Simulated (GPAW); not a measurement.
Pb:

```
Pb
1.0
     0.00000    2.47502    2.47502
     2.47502    0.00000    2.47502
     2.47502    2.47502    0.00000
Pb
1
Cartesian
  0.0000 0.0000 0.0000
```

```yaml
Program: GPAW 26.7.0
Task: relaxation of cell and atoms
Functional: PBEsol
Dispersion: D3(BJ)+ATM
Potentials_or_basis: PAW data sets generated in the run's folder for this functional
Cutoff: 600 eV
Basis: pw
k_mesh: 9 × 9 × 9
Occupations: fermi-dirac, width 0.05 eV
Spin: no spin polarisation
```

At the start: pressure -3.1 GPa; volume 30.32 Å³/atom.

Question: How do energy, volume and symmetry change on relaxing?

Answer: Over 4 steps the energy falls by 18.4 meV/atom and the volume is 28.49 Å³/atom (-6.0 %); space group Fm-3m (No. 225, to 0.05 Å).

The path:
```tsv
step	energy change (eV)	largest force (eV/Å)	pressure (GPa)	volume (Å³)
1	0.0000	0.0000	-3.07	30.32
2	-0.0117	0.0000	-1.96	29.58
3	-0.0183	0.0000	0.20	28.39
4	-0.0184	0.0000	-0.01	28.49
```

Final structure:
```
CELL_PARAMETERS angstrom
0.00000 2.42419 2.42419
2.42419 0.00000 2.42419
2.42419 2.42419 0.00000
ATOMIC_POSITIONS crystal
Pb 0.00000 0.00000 0.00000
```

The cell as given is a measured one (30.32 Å³/atom); PBEsol+D3(BJ)+ATM puts the equilibrium volume -6.0 % from it, thermal expansion not counted.

Caveat: later steps reuse the first step's grids; pairwise dispersion overbinds metals, which lowers pressure and volume.
